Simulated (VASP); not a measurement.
Input of a VASP 6.6.1 run:

The input INCAR:

```
PREC     = Accurate       # precision mode
ENCUT    = 520            # plane-wave cutoff, eV
EDIFF    = 1E-6           # SCF threshold, eV
ISMEAR   = 0              # smearing method
SIGMA    = 0.03           # smearing width, eV
LREAL    = F              # projectors in reciprocal space
LASPH    = T              # aspherical terms in the spheres
NELM     = 80             # most SCF steps
ALGO     = Normal         # electronic algorithm
ISIF     = 2              # what is computed and relaxed
LWAVE    = F              # write WAVECAR
LCHARG   = F              # write CHGCAR
LMAXMIX  = 4              # l up to which the mixer works
GGA      = PS             # functional
NBANDS   = 33             # bands
ICORELEVEL= 1            
KPAR     = 2
```

The input KPOINTS:

```
Automatic mesh
0
Gamma
  6 6 10
```

Contents of POSCAR:

```
TiO2                                    
1.0
    4.5927071378      0.0000000000      0.0000000000
    0.0000000000      4.5927071378      0.0000000000
    0.0000000000      0.0000000000      2.9417409249
  Ti              O             
     2     4
Direct
     0.0000000000000000    0.0000000000000000    0.0000000000000000
     0.5000000000000000    0.5000000000000000    0.5000000000000000
     0.3043249358208021    0.3043249358208021    1.0000000000000000
     0.1956750641791979    0.8043249358208020    0.5000000000000000
     0.6956750641791980    0.6956750641791980    0.0000000000000000
     0.8043249358208020    0.1956750641791979    0.5000000000000000
```

Contents of KPOINTS_OPT:

```
explicit points
186
Reciprocal
 0.0000000000  0.0000000000  0.0000000000 1
 0.0000000000  0.0263157895  0.0000000000 1
 0.0000000000  0.0526315789  0.0000000000 1
 0.0000000000  0.0789473684  0.0000000000 1
 0.0000000000  0.1052631579  0.0000000000 1
 0.0000000000  0.1315789474  0.0000000000 1
[... 178 lines left out ...]
 0.0000000000  0.5000000000  0.0000000000 1
 0.0000000000  0.0000000000  0.5000000000 1
```

Potentials or basis: VASP PAW PBE potentials, release 64 (Ti_sv, O).

The run is started by

```bash
$ cat potpaw_PBE.64/Ti_sv/POTCAR potpaw_PBE.64/O/POTCAR > POTCAR
$ mpirun -np 2 vasp_std > vasp.out
```

(1) Predict the band gap along the path.

(2) What does it give for the pressure?

Results:

(1) 1.83 eV, direct.

(2) 0.2 GPa.

Caveat: the PAW data sets were made with another functional, which shifts forces and pressure a little.

**Measured values to compare with.**

“Shallow Valence Band of Rutile GeO2 and P-type Doping”, 2020, arxiv:2011.08928 quotes, for a bulk crystal of TiO2 at 1.6 K: band gap 3.03 eV (direct).

Against the measured gap of TiO2, 3.03 eV (direct; 1.6 K; quoted in “Shallow Valence Band of Rutile GeO2 and P-type Doping”, 2020, arxiv:2011.08928), the calculated 1.83 eV is off by -1.20 eV. 2 values of this kind are on record in papers (3.03 to 3.05 eV); this one was drawn at random among those near their median. The value is that of PBEsol, without temperature or zero-point motion. Semilocal functionals fall short of measured gaps as a rule.
